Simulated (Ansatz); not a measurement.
## BN, space group Pnma: a calculation of the dielectric tensor and Born charges, step by step

Program: Ansatz 0.2.0, Python API.

Run as a notebook:

**Cell 1**
```python
import warnings

import ansatz as az
import numpy as np
```

**Cell 2**
```python
warnings.simplefilter("ignore", az.DeckWarning)

xtal = (
    az.Lattice.of((4.880089, 0.0, 0.0), (0.0, 2.591464, 0.0), (0.0, 0.0, 4.292049))
    .atom("B", (0.659587, 0.75, 0.092904))
    .atom("B", (0.840413, 0.25, 0.592904))
    .atom("B", (0.159587, 0.75, 0.407096))
    .atom("B", (0.340413, 0.25, 0.907096))
    .atom("N", (0.82113, 0.75, 0.393514))
    .atom("N", (0.17887, 0.25, 0.606486))
    .atom("N", (0.67887, 0.25, 0.893514))
    .atom("N", (0.32113, 0.75, 0.106486))
)
```

**Cell 3**
```python
xtal.resolved().sites[-1]
```
Output:
```text
Site(symbol='N', position=(0.32113, 0.75, 0.106486), moment=None, axis=None, held=None, saved=None)
```

**Cell 4**
```python
# an insulator: whole occupations
setup = (
    xtal.calculation()
    .functional("pbesol")
    .kpoints(4, 8, 6)
    .occupations("fixed")
    .dielectric()
)
outcome = setup.run(threads=1)
response = outcome.dielectric
eps = np.asarray(response.eps_inf)
```

**Cell 5**
```python
print("eps_inf")
print(np.round(eps, 3) + 0.0)
for index, (site, z) in enumerate(zip(outcome.lattice.sites, response.zstar_e)):
    print("Born charge tensor of", site.symbol, index)
    print(np.round(z, 3) + 0.0)
print(f"charge neutrality missed by {response.zstar_sum_residual_pre_e:.4f} e before the sum rule")
```
Output:
```text
eps_inf
[[4.527 0.    0.   ]
 [0.    4.34  0.   ]
 [0.    0.    4.194]]
Born charge tensor of B 0
[[2.065 0.    0.64 ]
 [0.    1.974 0.   ]
 [0.412 0.    1.88 ]]
Born charge tensor of B 1
[[ 2.065  0.    -0.64 ]
 [ 0.     1.974  0.   ]
 [-0.412  0.     1.88 ]]
Born charge tensor of B 2
[[ 2.065  0.    -0.64 ]
 [ 0.     1.974  0.   ]
 [-0.412  0.     1.88 ]]
Born charge tensor of B 3
[[2.065 0.    0.64 ]
 [0.    1.974 0.   ]
 [0.412 0.    1.88 ]]
Born charge tensor of N 4
[[-2.065  0.    -0.376]
 [ 0.    -1.974  0.   ]
 [-0.373  0.    -1.88 ]]
Born charge tensor of N 5
[[-2.065  0.    -0.376]
 [ 0.    -1.974  0.   ]
 [-0.373  0.    -1.88 ]]
Born charge tensor of N 6
[[-2.065  0.     0.376]
 [ 0.    -1.974  0.   ]
 [ 0.373  0.    -1.88 ]]
Born charge tensor of N 7
[[-2.065  0.     0.376]
 [ 0.    -1.974  0.   ]
 [ 0.373  0.    -1.88 ]]
charge neutrality missed by 0.0084 e before the sum rule
```

What to keep in mind:
- Under fixed occupations the level called the Fermi level is the highest filled one on the SCF mesh; off the mesh a filled band can lie a little above it.
- Averages over directions belong to no single polarisation, least of all in layered crystals.
- This cell is a computed structure, which may not be the phase found in nature.
- This is the electronic (clamped-ion) response; a semilocal gap that is too small tends to raise it. The typed mesh is that of the SCF; the response is solved on denser meshes that the run picks.
- The whole script took 84 s on 1 thread of Arm Neoverse V2 (shared host), peak memory 0.83 GiB.
